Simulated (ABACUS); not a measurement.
# KF (Carobbiite) (Fm-3m) in ABACUS: further runs, part 2 of 2

ABACUS 3.10.1. Earlier steps stand in the parts before.

## Step 4: Single point, PBE (atoms moved at random, drawn with an rms of 0.05 Å)

INPUT reads:

```
INPUT_PARAMETERS
suffix              KF
calculation         scf
basis_type          lcao
pseudo_dir          ./
orbital_dir         ./
symmetry            1
dft_functional      pbe
ecutwfc             100
pseudo_rcut         10
nspin               1
nbands              12
ks_solver           genelpa
smearing_method     fd
smearing_sigma      0.00367493
scf_thr             1e-07
scf_nmax            100
mixing_type         broyden
mixing_beta         0.7
cal_force           1
cal_stress          1
out_mul             1
```

STRU reads:

```
ATOMIC_SPECIES
K 39.0983 K.upf
F 18.9984 F.upf

NUMERICAL_ORBITAL
K_confined-atom_10au_3s2p1d.orb
F_confined-atom_6au_2s2p1d.orb

LATTICE_CONSTANT
1.8897261246

LATTICE_VECTORS
0.0000000000 2.6718500000 2.6718500000
2.6718500000 0.0000000000 2.6718500000
2.6718500000 2.6718500000 0.0000000000

ATOMIC_POSITIONS
Direct

K
0.0
1
0.0058160000 -0.0138380000 0.0045480000 1 1 1

F
0.0
1
0.5005540000 0.4867360000 0.5172190000 1 1 1
```

KPT reads:

```
K_POINTS
0
Gamma
9 9 9 0 0 0
```

Potentials or basis: PseudoDojo NC SR 0.4.1 PBE standard, DZP LCAO (the cutoffs set its grid).

Started as:

```sh
$ OMP_NUM_THREADS=1 mpirun -np 4 abacus > log
```

running log:

```text
ABACUS v3.10.1

               Atomic-orbital Based Ab-initio Computation at UStc

 ------------------------------------------------------------------------------------

 READING GENERAL INFORMATION
                           global_out_dir = OUT.KF/
                           global_in_card = INPUT
                               pseudo_dir = ./
                              orbital_dir = ./
                                    DSIZE = 4
                                    GSIZE = 1

 READING UNITCELL INFORMATION
                                    ntype = 2
                  lattice constant (Bohr) = 1.88973
              lattice constant (Angstrom) = 1

 READING ATOM TYPE 1
                               atom label = K
                      L=0, number of zeta = 3
                      L=1, number of zeta = 2
                      L=2, number of zeta = 1
             number of atom for this type = 1

 READING ATOM TYPE 2
                               atom label = F
                      L=0, number of zeta = 2
                      L=1, number of zeta = 2
                      L=2, number of zeta = 1
             number of atom for this type = 1

                        TOTAL ATOM NUMBER = 2
DIRECT COORDINATES
    atom                   x                   y                   z     mag                  vx                  vy                  vz
taud_K1            0.0058160000        0.9861620000        0.0045480000  0.0000        0.0000000000        0.0000000000        0.0000000000
taud_F1            0.5005540000        0.4867360000        0.5172190000  0.0000        0.0000000000        0.0000000000        0.0000000000

                          Volume (Bohr^3) = 257.432
                             Volume (A^3) = 38.1475

 Lattice vectors: (Cartesian coordinate: in unit of a_0)
                   +0            +2.67185            +2.67185
             +2.67185                  +0            +2.67185
             +2.67185            +2.67185                  +0
 Reciprocal vectors: (Cartesian coordinate: in unit of 2 pi/a_0)
            -0.187136           +0.187136           +0.187136
            +0.187136           -0.187136           +0.187136
            +0.187136           +0.187136           -0.187136
 The esolver type has been set to : ksdft_lcao

                PAO radial cut off (Bohr) = 10

 Read in pseudopotential file is K.upf
                     pseudopotential type = NC
          exchange-correlation functional = PBE
                 nonlocal core correction = 1
                        valence electrons = 9
                                     lmax = 2
                           number of zeta = 3
                     number of projectors = 6
                           L of projector = 0
[... 5 lines left out ...]
                PAO radial cut off (Bohr) = 10

 Read in pseudopotential file is F.upf
                     pseudopotential type = NC
          exchange-correlation functional = PBE
                 nonlocal core correction = 1
                        valence electrons = 7
                                     lmax = 2
                           number of zeta = 2
                     number of projectors = 5
                           L of projector = 0
                           L of projector = 0
                           L of projector = 1
                           L of projector = 1
                           L of projector = 2
     initial pseudo atomic orbital number = 9

 SETUP THE ELECTRONS NUMBER
             electron number of element K = 9
       total electron number of element K = 9
             electron number of element F = 7
       total electron number of element F = 7
            AUTOSET number of electrons:  = 16
                           occupied bands = 8
                                   NLOCAL = 27
[... 140 lines left out ...]
        1            105           1418
        2            106           1420
        3            105           1418
        4            105           1417
 --------------- sum -------------------
        4            421           5673

 SET NONLOCAL PSEUDOPOTENTIAL PROJECTORS
 SET NONLOCAL PSEUDOPOTENTIAL PROJECTORS
 max number of nonlocal projetors among all species is 6

 -------------------------------------------
 SELF-CONSISTENT
 -------------------------------------------

 SETUP SEARCHING RADIUS FOR PROGRAM TO SEARCH ADJACENT ATOMS
                  longest orb rcut (Bohr) = 10
   longest nonlocal projector rcut (Bohr) = 1.66
                     search radius (Bohr) = 23.3
              searching radius is (Bohr)) = 23.3
         searching radius unit is (Bohr)) = 1.89
                         PeriodicBoundary = 1
                        Radius(unit:lat0) = 12.3
                                   glayer = [ 6, 6, 6 ]
                             glayer_minus = [ 5, 5, 5 ]

Find the coordinate range of the input atom(unit:lat0).
                                  min_tau = [ -24.1, -26.7, -24.1 ]
                                  max_tau = [ 29.4, 29.4, 29.4 ]
                                BoxNumber = [ 11, 11, 11 ]

 SETUP EXTENDED REAL SPACE GRID FOR GRID INTEGRATION
                          real space grid = [ 45, 45, 45 ]
                 big cell numbers in grid = [ 15, 15, 15 ]
             meshcell numbers in big cell = [ 3, 3, 3 ]
                        extended fft grid = [ 26, 26, 26 ]
                dimension of extened grid = [ 68, 68, 68 ]
                            UnitCellTotal = 125
              Atom number in sub-FFT-grid = 2
    Local orbitals number in sub-FFT-grid = 27
                                ParaV.nnr = 23912
                                 init_chg = atomic

 LCAO ALGORITHM --------------- ION=   1  ELEC=   1--------------------------------

 Density error is 0.0861700018674
----------------------------------------------------------
     Energy           Rydberg                 eV
----------------------------------------------------------
 E_KohnSham     -109.5342016523      -1490.2892683523
 E_Harris       -106.6389994037      -1450.8980209094
 E_Fermi        0.4219570410         5.7410200686
----------------------------------------------------------
[... 91 lines left out ...]
 Density error is 2.83740558921e-08
----------------------------------------------------------
     Energy           Rydberg                 eV
----------------------------------------------------------
 E_KohnSham     -109.6421754277      -1491.7583269318
 E_KS(sigma->0) -109.6421754277      -1491.7583269318
 E_Harris       -109.6421744620      -1491.7583137931
 E_band         -9.0072571678        -122.5500208332
 E_one_elec     -41.4186099515       -563.5290985802
 E_Hartree      28.4243342788        386.7329080484
 E_xc           -24.0332792560       -326.9895395073
 E_Ewald        -72.6146204989       -987.9725968926
 E_entropy(-TS) 0.0000000000         0.0000000000
 E_descf        0.0000000000         0.0000000000
 E_exx          0.0000000000         0.0000000000
 E_Fermi        0.3922073925         5.3362553359
----------------------------------------------------------

 charge density convergence is achieved
 final etot is -1491.7583269 eV
 EFERMI = 5.3362553359 eV

 STATE ENERGY(eV) AND OCCUPATIONS    NSPIN == 1
 1/365 kpoint (Cartesian) = 0.0000 0.0000 0.0000 (1075 pws)
       1       -24.5784     0.00274348
       2       -16.9098     0.00274348
       3       -7.82999     0.00274348
       4       -7.82994     0.00274348
       5       -7.82985     0.00274348
       6        1.70222     0.00274348
       7        1.70232     0.00274348
       8        1.70264     0.00274348
       9        7.76446    2.22436e-24
      10        12.5080    1.39665e-65
      11        12.5102    1.33830e-65
      12        12.5122    1.28485e-65
[... 57 lines left out ...]
 6/365 kpoint (Cartesian) = 0.020793 -0.020793 0.020793 (1088 pws)
       1       -24.5676     0.00548697
       2       -16.9199     0.00548697
       3       -7.86258     0.00548697
       4       -7.83444     0.00548697
       5       -7.83412     0.00548697
       6        1.58464     0.00548697
       7        1.65834     0.00548697
       8        1.65938     0.00548697
       9        8.12414    3.34278e-27
      10        12.4302    1.32386e-64
      11        12.6788    9.17253e-67
      12        12.6810    8.78776e-67

[... levels at 359 further k points ...]

 correction force for each atom along direction 1 is -1.71080e-07
 correction force for each atom along direction 2 is -1.44916e-07
 correction force for each atom along direction 3 is 4.38345e-07
------------------------------------------------------------------------------------------
 TOTAL-FORCE (eV/Angstrom)
------------------------------------------------------------------------------------------
                        K1         0.0582697752         0.0323924607        -0.0204580575
                        F1        -0.0582697752        -0.0323924607         0.0204580575
------------------------------------------------------------------------------------------

----------------------------------------------------------------
 TOTAL-STRESS (KBAR)
----------------------------------------------------------------
        11.2323183722        -0.0813049808         0.0513720772
        -0.0813049808        10.7726110009         0.0287215866
         0.0513720772         0.0287215866        10.6338813249
----------------------------------------------------------------
 TOTAL-PRESSURE: 10.879604 KBAR

 --------------------------------------------
 !FINAL_ETOT_IS -1491.7583269317631220 eV
 --------------------------------------------
```

It took 9.3 s on 4 MPI ranks of INTEL XEON PLATINUM 8581C at 2.10GHz (Emerald Rapids), shared host; peak memory 0.52 GiB.

Results:

| Property | Result |
| --- | --- |
| Free energy | -1491.7583 eV |
| Pressure | 1.1 GPa |
| Largest force | 0.070 eV/Å |
| Band gap on the k mesh | 6.06 eV, direct |
| Mulliken charges | K +0.77; F -0.77 e |

Forces in eV/Å, atoms in the order of the input:
```
K    0.058  0.032 -0.020
F   -0.058 -0.032  0.020
```

Caveat: the atomic orbitals were generated for these runs and aren't a published set; Mulliken charges move with the basis; an odd mesh through Γ misses points on the zone boundary, where band edges often lie; the basis of atomic orbitals isn't converged, which shifts pressures, moduli and gaps.

## Step 5: Single point, PBE

Edit INPUT of step 4 so:

```diff
@@ -11,3 +11,3 @@
 nspin               1
-nbands              12
+nbands              9
 ks_solver           genelpa
```

STRU reads:

```
ATOMIC_SPECIES
K 39.0983 K.upf
F 18.9984 F.upf

NUMERICAL_ORBITAL
K_confined-atom_10au_2s1p.orb
F_confined-atom_6au_1s1p.orb

LATTICE_CONSTANT
1.8897261246

LATTICE_VECTORS
0.0000000000 2.6718500000 2.6718500000
2.6718500000 0.0000000000 2.6718500000
2.6718500000 2.6718500000 0.0000000000

ATOMIC_POSITIONS
Direct

K
0.0
1
0.0000000000 0.0000000000 0.0000000000 1 1 1

F
0.0
1
0.5000000000 0.5000000000 0.5000000000 1 1 1
```

KPT is that of step 4.

Potentials or basis: PseudoDojo NC SR 0.4.1 PBE standard, SZ LCAO (the cutoffs set its grid).

Started as:

```sh
$ OMP_NUM_THREADS=1 mpirun -np 4 abacus > log
```

It took 2.5 s on 4 MPI ranks of INTEL XEON PLATINUM 8581C at 2.10GHz (Emerald Rapids), shared host; peak memory 0.36 GiB.

These settings aren't checked as converged: the numbers below hold their error.

Results:

```yaml
Free_energy: -1489.7111 eV
Pressure: 5.2 GPa
Band_gap_on_the_k_mesh: 3.42 eV, direct
Mulliken_charges: K +0.68; F -0.68 e
```

Caveat: the atomic orbitals were generated for these runs and aren't a published set; Mulliken charges move with the basis; an odd mesh through Γ misses points on the zone boundary, where band edges often lie; the basis of atomic orbitals isn't converged, which shifts pressures, moduli and gaps.

## Step 6: The runs side by side

```csv
level,potentials or basis,cell,k mesh,cutoff (eV),SCF threshold on the density,eigensolver,gap on the mesh (eV),pressure (GPa)
PBEsol,"GBRV ultrasoft 1.5 PBEsol, plane waves",as given,7 × 7 × 7,544,1e-08,dav,6.04,-1.9
PBE,"PseudoDojo NC SR 0.4.1 PBE standard, DZP LCAO (the cutoffs set its grid)",as given,9 × 9 × 9,1361,1e-07,genelpa,6.06,1.1
PBE,"PseudoDojo NC SR 0.4.1 PBE standard, DZP LCAO (the cutoffs set its grid)","atoms moved at random, drawn with an rms of 0.05 Å",9 × 9 × 9,1361,1e-07,genelpa,6.06,1.1
```

Alike in all rows: task single point; no spin polarisation; smearing fermi-dirac 0.05 eV.

Caveats: the atomic orbitals were generated for these runs and aren't a published set (some runs); an odd mesh through Γ misses points on the zone boundary, where band edges often lie (some runs); the basis of atomic orbitals isn't converged, which shifts pressures, moduli and gaps (some runs).

Absolute energies hang on the potentials; compare differences alone.
